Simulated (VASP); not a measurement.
A run of VASP 6.6.1 is set up as follows.

File POSCAR:

```
BN
1.0
    2.5035635187      0.0000000000      0.0000000000
   -1.2517817593      2.1681496072      0.0000000000
    0.0000000000      0.0000000000      4.1420469137
B N
2 2
Direct
    0.6666666667      0.3333333333      0.0003805288
    0.3333333333      0.6666666667      0.5003805288
    0.6666666667      0.3333333333      0.3746194712
    0.3333333333      0.6666666667      0.8746194712
```

INCAR.step1

```
PREC     = Accurate       # precision mode
ENCUT    = 520            # plane-wave cutoff, eV
ISMEAR   = 0              # smearing method
SIGMA    = 0.05           # smearing width, eV
LREAL    = F              # projectors in reciprocal space
LASPH    = T              # aspherical terms in the spheres
NELM     = 100            # most SCF steps
NBANDS   = 16             # bands
GGA      = PE             # functional
ALGO     = Normal         # electronic algorithm
EDIFF    = 1E-4           # SCF threshold, eV
LWAVE    = T              # write WAVECAR
LCHARG   = F              # write CHGCAR
```

File INCAR.step2:

```
PREC     = Accurate       # precision mode
ENCUT    = 520            # plane-wave cutoff, eV
EDIFF    = 1E-7           # SCF threshold, eV
ISMEAR   = 0              # smearing method
SIGMA    = 0.05           # smearing width, eV
LREAL    = F              # projectors in reciprocal space
LASPH    = T              # aspherical terms in the spheres
NELM     = 100            # most SCF steps
ALGO     = Normal         # electronic algorithm
ISIF     = 2              # what is computed and relaxed
LWAVE    = F              # write WAVECAR
LCHARG   = T              # write CHGCAR
METAGGA  = R2SCAN         # meta-GGA
LMIXTAU  = T            
IVDW     = 12             # dispersion correction
VDW_S6   = 1.0          
VDW_S8   = 0.78981345   
VDW_A1   = 0.49484001   
VDW_A2   = 5.73083694   
LELF     = T              # ELF
LVHAR    = T            
NBANDS   = 16             # bands
ISTART   = 1
```

File KPOINTS:

```
regular mesh
0
Gamma
  10 10 6
```

Potentials or basis: VASP PAW PBE potentials, release 64 (B, N).

The run is started by

```console
$ cat potpaw_PBE.64/B/POTCAR potpaw_PBE.64/N/POTCAR > POTCAR
$ cp INCAR.step1 INCAR
$ mpirun -np 1 vasp_std > vasp.out
$ cp INCAR.step2 INCAR
$ mpirun -np 1 vasp_std > vasp.out
```

Estimate the pressure.

18.7 GPa.

What does it give for the band gap on the k mesh?

5.83 eV, indirect (least direct gap 9.21 eV).

Forces in eV/Å, atoms in the order of the input:
```
B    0.000  0.000  0.003
B    0.000  0.000  0.003
N    0.000  0.000 -0.003
N    0.000  0.000 -0.003
```

Caveat: so large a pressure means that the cell lies far from this level's equilibrium, or that cutoff or potentials fall short; the potentials were made for another functional, which shifts forces and pressure; the cell's inner coordinates are idealised or old, which leaves forces on the atoms. A k mesh can miss the band edges.
